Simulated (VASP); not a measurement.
Here is a VASP 6.6.1 calculation.

Contents of INCAR:

```
SYSTEM = SnSe
PREC = Accurate ; ENCUT = 520
EDIFF = 1E-6 ; ISMEAR = 0
SIGMA = 0.03 ; LREAL = .FALSE.
LASPH = .TRUE. ; NELM = 80
ALGO = Normal ; ISIF = 2
LWAVE = .FALSE. ; LCHARG = .FALSE.
LNONCOLLINEAR = .TRUE. ; MAGMOM = 0 0 0 0 0 0 0 0 0 0 0 0 0 0 0 0 0 0 0 0 0 0 0 0
LORBIT = 11 ; LSORBIT = .TRUE.
GGA_COMPAT = .FALSE. ; GGA = PE
KPAR = 4
```

KPOINTS

```
regular mesh
0
G
  4 8 8
  0 0 0
```

File POSCAR:

```
SnSe                                    
1.0
   11.4864949695      0.0000000000      0.0000000000
    0.0000000000      4.1722137264     -0.0000000000
    0.0000000000     -0.0000000000      4.3796772184
  Sn              Se            
     4     4
Direct
     0.1176302971571503    0.2500000000000000    0.0931652914666247
     0.3823697028428497    0.7500000000000000    0.5931652914666246
     0.6176302971571503    0.2500000000000000    0.4068347085333753
     0.8823697028428497    0.7500000000000000    0.9068347085333754
     0.3570262765108209    0.2500000000000000    0.0220175791814775
     0.1429737234891793    0.7500000000000000    0.5220175791814775
     0.8570262765108206    0.2500000000000000    0.4779824208185154
     0.6429737234891794    0.7500000000000000    0.9779824208185225
```

The input KPOINTS_OPT:

```
explicit points
258
Reciprocal
 0.0000000000  0.0000000000  0.0000000000 1
 0.0000000000  0.0357142857  0.0000000000 1
 0.0000000000  0.0714285714  0.0000000000 1
 0.0000000000  0.1071428571  0.0000000000 1
 0.0000000000  0.1428571429  0.0000000000 1
 0.0000000000  0.1785714286  0.0000000000 1
[... 250 lines left out ...]
 0.0000000000  0.5000000000  0.0248440900 1
 0.0000000000  0.5000000000 -0.0248440900 1
```

Potentials or basis: VASP PAW PBE potentials, release 64 (Sn_d, Se).

Command:

```bash
$ cat potpaw_PBE.64/Sn_d/POTCAR potpaw_PBE.64/Se/POTCAR > POTCAR
$ mpirun -np 4 vasp_ncl > vasp.out
```

(1) Predict the largest force.

(2) Predict the pressure.

## Answers

(1) 0.009 eV/Å.

(2) 2.3 GPa.
